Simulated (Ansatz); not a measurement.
Crystal: LiH, rock salt type, 2 atoms in the cell.

Level of theory: HSE06, plane waves, PAW datasets (earlier set, tuned by hand) in Ansatz.

Cutoff 800 eV; exchange singularity: regularized; k-mesh 4×4×4 Γ-centred; Fermi–Dirac smearing of 0.05 eV; no spin polarisation.

What equilibrium volume, lattice constant and bulk modulus does this give?

V₀ = 7.980 Å³/atom (a₀ = 3.997 Å), B₀ = 37.4 GPa, B₀′ = 3.24. The points behind the fit:

```csv
V (Å³/atom),a (Å),E − E(min) (meV/atom),P (GPa)
7.471,3.9098,4.16,2.75
7.715,3.9519,1.08,1.34
7.958,3.9930,0.00,0.10
8.202,4.0334,0.68,-0.98
8.445,4.0729,2.91,-1.93
```

The stress includes the program's correction for the finite plane-wave basis.

The k-mesh is coarse, so these values belong to this mesh and can lie far from the converged ones.
